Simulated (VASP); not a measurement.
Set up this calculation in VASP 6.6.1, as the native input.

```
Task                   : work function
Functional             : PBEsol
Potentials or basis    : VASP PAW PBE potentials, release 64 (B, As)
Cutoff                 : 520 eV
k mesh                 : 12 × 12 × 1
Occupations            : gaussian, width 0.03 eV
Spin                   : no spin polarisation
Dipole correction      : yes
Further INCAR settings : ALGO = Fast; EDIFF = 1e-06
```

The structure of BAs lies in POSCAR:

```
BAs                                     
1.0
    3.3641075122      0.0000000000      0.0000000000
   -1.6820537561      2.9134025619      0.0000000000
    0.0000000000      0.0000000000     16.0000000000
  B               As            
     1     1
Direct
     0.3333330000000032    0.6666669999999968    0.5000000000000000
     0.6666669999999968    0.3333330000000032    0.5000000000000000
```

The cell was built by a generator and needn't be a form met in nature.

One way to write it, as run:

INCAR

```
SYSTEM = BAs
PREC = Accurate ; ENCUT = 520
EDIFF = 1E-6 ; ISMEAR = 0
SIGMA = 0.03 ; LREAL = .False.
LASPH = .True. ; NELM = 60
ALGO = Fast ; ISIF = 2
LWAVE = .False. ; LCHARG = .True.
LDIPOL = .True. ; IDIPOL = 3
DIPOL = 0.5 0.5 0.500 ; GGA = PS
LVHAR = .True. ; LVACPOTAV = .True.
KPAR = 4
```

KPOINTS

```
Automatic mesh
0
Gamma
  12 12 1
  0 0 0
```

Potentials or basis: VASP PAW PBE potentials, release 64 (B, As).

The run is started by

```bash
$ cat potpaw_PBE.64/B/POTCAR potpaw_PBE.64/As/POTCAR > POTCAR
$ mpirun -np 4 vasp_std > vasp.out
```

It gave:

The band gap on the k mesh is 0.74 eV, direct and the ionisation potential of the upper face is 4.96 eV.

Run time: 11 s on 4 MPI ranks on Intel(R) Xeon(R) 6975P-C (Granite Rapids), with other jobs on the host, peak memory 0.29 GiB a rank.
